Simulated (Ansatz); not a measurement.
# InSb: the cost of one run

Method: DFT PBEsol, scalar-relativistic, plane waves, PAW, in Ansatz 0.2.0.

1 further run of the same task is left out (set aside as unsound or not needed).

## 1. Starting point

It takes space group F-43m (No. 216, cubic). Conventional cell: a = 6.520 Å, b = 6.520 Å, c = 6.520 Å, α = 90.00°, β = 90.00°, γ = 90.00°. In (site symmetry -43m) is surrounded by 4 Sb at 2.82 Å. Around Sb (site symmetry -43m) lie 4 In at 2.82 Å.

As a file:

```cif
data_structure
_symmetry_space_group_name_H-M 'F-43m'
_symmetry_Int_Tables_number 216
_cell_length_a 6.5199
_cell_length_b 6.5199
_cell_length_c 6.5199
_cell_angle_alpha 90.000
_cell_angle_beta 90.000
_cell_angle_gamma 90.000
_cell_volume 277.15
loop_
_atom_site_label
_atom_site_type_symbol
_atom_site_symmetry_multiplicity
_atom_site_Wyckoff_symbol
_atom_site_fract_x
_atom_site_fract_y
_atom_site_fract_z
_atom_site_occupancy
In1 In 4 a 0.00000 0.00000 0.00000 1
Sb1 Sb 4 d 0.25000 0.25000 0.75000 1
```

This cell was relaxed beforehand with the same method: volume 34.64 Å³/atom, gap on the mesh none (metal).

## 2. A bulk reference on a matched mesh

The same crystal, re-cut so that c stands normal to the (211) plane; its mesh matches that of the cells to come, so errors of the mesh cancel.

input.yaml

```yaml
crystal:
  lattice:
    - [4.6102358872, 0.0, 0.0]
    - [0.0, 11.2927255174, 0.0]
    - [0.0, 0.0, 7.9851627914]
  atoms:
    - { symbol: In, position: [0.0, 0.0, 0.0] }
    - { symbol: In, position: [0.0, 0.3333333333, 0.6666666667] }
    - { symbol: Sb, position: [0.5, 0.75, 0.5] }
    - { symbol: In, position: [0.0, 0.6666666667, 0.3333333333] }
    - { symbol: Sb, position: [0.5, 0.0833333333, 0.1666666667] }
    - { symbol: Sb, position: [0.5, 0.4166666667, 0.8333333333] }
    - { symbol: In, position: [0.5, 0.0, 0.5] }
    - { symbol: Sb, position: [1.0, 0.75, 0.0] }
    - { symbol: Sb, position: [1.0, 0.0833333333, 0.6666666667] }
    - { symbol: In, position: [0.5, 0.3333333333, 0.1666666667] }
    - { symbol: In, position: [0.5, 0.6666666667, 0.8333333333] }
    - { symbol: Sb, position: [0.0, 0.4166666667, 0.3333333333] }
basis:
  ecutwfc: 420
kpoints:
  mp_grid: { grid: [8, 4, 4] }
hamiltonian:
  xc: pbesol
scf:
  occupations: { method: gaussian, width: 0.1 }
output:
  forces: true
  stress: true
  eigenvalues: true
```

Run with:

```console
$ ansatz run input.yaml --threads 4 --pin off --max-ram 11264MiB --backend cpu --events-out ev --progress --plain --runs-dir out
```

Q: Estimate wall time and peak memory on 4 threads of AMD EPYC 9R45 (Zen 5), shared host.

About 20 s, with a peak of 1.9 GiB.
